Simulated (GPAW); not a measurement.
Runs of GPAW 26.7.0 on Fe. It takes space group Im-3m (No. 229, cubic). Conventional cell: a = 2.886 Å, b = 2.886 Å, c = 2.886 Å, α = 90.00°, β = 90.00°, γ = 90.00°. Fe (site symmetry m-3m) is surrounded by 8 Fe at 2.50 Å. 

```csv
cell,target pressure,gap on the mesh (eV),pressure (GPa),moment (μB)
relaxed to 30 GPa,30 GPa,none,29.8,1.93
relaxed,-,none,0.0,(a)
relaxed to 10 GPa,10 GPa,none,10.0,2.09
relaxed to 20 GPa,20 GPa,none,20.0,(b)
relaxed to 5 GPa,5 GPa,none,5.0,2.11
```

Alike in all rows: task relaxation of cell and atoms; level PBEsol; potentials or basis PAW data sets generated in the run's folder for this functional, pw; spin collinear, ferromagnetic start; k mesh 10 × 10 × 10; cutoff (eV) 600; smearing fermi-dirac 0.05 eV.

Problem. Estimate the missing entries.

Solution. (a) 2.13; (b) 2.00.

Caveats: each step starts from the last one's moments, so a moment once lost doesn't come back; later steps reuse the first step's grids.

A gap of «none» marks a metal or a gap under the smearing width.

Runs at the PBE level aren't shown here.
